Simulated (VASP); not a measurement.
Results of a VASP single-point calculation on Sn (diamond)

POSCAR

```
Sn
 1.0000000000000000
     0.0000000000000000    3.2844597813481733    3.2844597813481733
     3.2844597813481733   -0.0000000000000000    3.2844597813481733
     3.2844597813481733    3.2844597813481733   -0.0000000000000000
 Sn
   2
Cartesian
 -0.0000000000000000 -0.0000000000000000 -0.0000000000000000
  1.6422298906740866  1.6422298906740866  1.6422298906740866
```

| Quantity | Value |
| --- | --- |
| gap between bands v and c | -0.26 eV (bands overlap: a metal) |
| least direct gap | 0.00 eV |

Band v is the last that the valence electrons fill when counted band by band, and c is the next. Levels in eV from the top of v:

```csv
point,v−1,v,c,c+1
Γ,0.00,0.00,0.00,2.05
X,-2.43,-2.43,0.71,0.71
W,-2.99,-2.99,3.17,3.17
K,-3.31,-2.09,0.97,3.16
L,-1.15,-1.15,-0.26,3.11
```

Problem. Which of these levels of theory gave these results?
A. r²SCAN
B. PBE
C. LDA
D. PBE0
E. HSE06
F. PBEsol
G. PBE with spin–orbit coupling

Solution. C.

The INCAR was:

```
SIGMA = 0.02
ISIF = 2
PREC = Accurate
LREAL = .FALSE.
ISMEAR = -1
GGA = CA
NSW = 0
ENCUT = 520
EDIFF = 1E-7
LCHARG = .FALSE.
LWAVE = .FALSE.
IBRION = -1
NELM = 120
NBANDS = 21
LASPH = .TRUE.
```
